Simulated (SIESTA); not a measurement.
The system is InSe.

```xyz
4
Lattice="2.0000 1.1547 8.4400 -2.0000 1.1547 8.4400 0.0000 -2.3094 8.4400" Properties=species:S:1:pos:R:3 pbc="T T T"
In    0.0000    0.0000   22.4994
In    0.0000    0.0000    0.0000
Se    0.0000    0.0000    4.3525
Se    0.0000    0.0000    9.7102
```

```yaml
Program: SIESTA 5.4.2
Task: single point
Functional: PBEsol
Potentials_or_basis: PseudoDojo 0.4 standard (PBEsol files)
Basis: DZP (energy shift 0.003 Ry; two zetas on semicore shells)
Grid_cutoff: 500 Ry
Energy_shift: 0.003 Ry
k_mesh: 8 × 8 × 8
Occupations: fermi-dirac, width 0.05 eV
Spin: no spin polarisation
```

On this cell: pressure 1.1 GPa; largest force 0.539 eV/Å; band gap on the k mesh 0.34 eV, direct.

The same run follows on a disturbed copy (atoms moved at random, drawn with an rms of 0.05 Å):

```
In Se
1.0
     2.00000    1.15470    8.44000
    -2.00000    1.15470    8.44000
     0.00000   -2.30940    8.44000
In Se
2 2
Direct
  0.90263 0.88376 0.88154
  0.98127 0.99704 0.01686
  0.15968 0.17080 0.18013
  0.38667 0.37250 0.38690
```

Task: What changes?

Result: The energy moves by +5.3 meV/atom; pressure 0.9 GPa; largest force 0.562 eV/Å; band gap on the k mesh 0.43 eV, direct.

Forces in eV/Å, atoms in the order of the input:
```
In  -0.246 -0.303 -0.087
In   0.371  0.273 -0.248
Se   0.254  0.296  0.017
Se  -0.380 -0.266  0.317
```

Stress tensor (GPa, compression positive):
```
 0.95  0.15 -1.09
 0.15  0.98 -0.95
-1.09 -0.95  0.70
```

Caveats: spin-orbit coupling is left out, which moves the levels of the heavy elements; the basis of atomic orbitals isn't converged, which shifts pressures, moduli and gaps.

A k mesh can miss the band edges.
